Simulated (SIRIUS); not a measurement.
Rb in SIRIUS: convergence with smearing width

Input of the first run (smearing width 0.4 eV); the others differ in this setting and in those tied to it:

sirius.json

```json
{
  "control": {
    "processing_unit": "cpu",
    "verbosity": 2,
    "num_bands_to_print": 11,
    "print_forces": true,
    "print_stress": true
  },
  "parameters": {
    "electronic_structure_method": "pseudopotential",
    "xc_functionals": ["XC_LDA_X", "XC_LDA_C_PW"],
    "gk_cutoff": 6.5,
    "pw_cutoff": 13.0,
    "ngridk": [7, 7, 7],
    "shiftk": [0, 0, 0],
    "smearing": "cold",
    "smearing_width": 0.0146997289,
    "num_bands": 11,
    "num_mag_dims": 0,
    "num_dft_iter": 100,
    "energy_tol": 1e-08,
    "density_tol": 1e-06
  },
  "iterative_solver": {
    "type": "davidson",
    "min_tolerance": 1e-10
  },
  "mixer": {
    "type": "anderson",
    "beta": 0.7,
    "max_history": 8
  },
  "settings": {
    "tol_ne": 1e-10
  },
  "unit_cell": {
    "lattice_vectors": [
      [-5.295957464264, 5.295957464264, 5.295957464264],
      [5.295957464264, -5.295957464264, 5.295957464264],
      [5.295957464264, 5.295957464264, -5.295957464264]
    ],
    "atom_coordinate_units": "lattice",
    "atom_types": ["Rb"],
    "atom_files": {
      "Rb": "Rb.json"
    },
    "atoms": {
      "Rb": [
        [0.0, 0.0, 0.0]
      ]
    }
  }
}
```

Potentials or basis: PseudoDojo 0.4.1 LDA standard (scalar relativistic).

Command:

```bash
$ upf_to_json Rb.upf
$ OMP_NUM_THREADS=1 sirius.scf --input=sirius.json --output=out.json --task=0
```

Hardware: 1 thread of Arm Neoverse V2, with other jobs on the host.

Task: The values tried are 0.4 eV, 0.3 eV, 0.2 eV, 0.136 eV, 0.1 eV, 0.05 eV, 0.025 eV, 0.01 eV, loosest first. From which on does the energy stay within 1 meV/atom of the tightest run that finished?

Result: From 0.136 eV on.

```
smearing width  energy less the tightest run (meV/atom)  SCF cycles  CPU time (s)  peak memory (GiB)
        0.4 eV                                    -4.08          13            12               0.25
        0.3 eV                                    -3.25          13            12               0.24
        0.2 eV                                    -2.26          13            12               0.25
      0.136 eV                                    -0.97          13            12               0.25
        0.1 eV                                    -0.55          13            12               0.25
       0.05 eV                                    -0.37          13            12               0.25
      0.025 eV                                    -0.16          13            12               0.25
       0.01 eV                                     0.00          13            13               0.25
```

Narrower smearing needs a denser k mesh, so at a fixed mesh the narrowest width isn't the most accurate. The tightest run that finished is the yardstick and may itself not be fully converged.
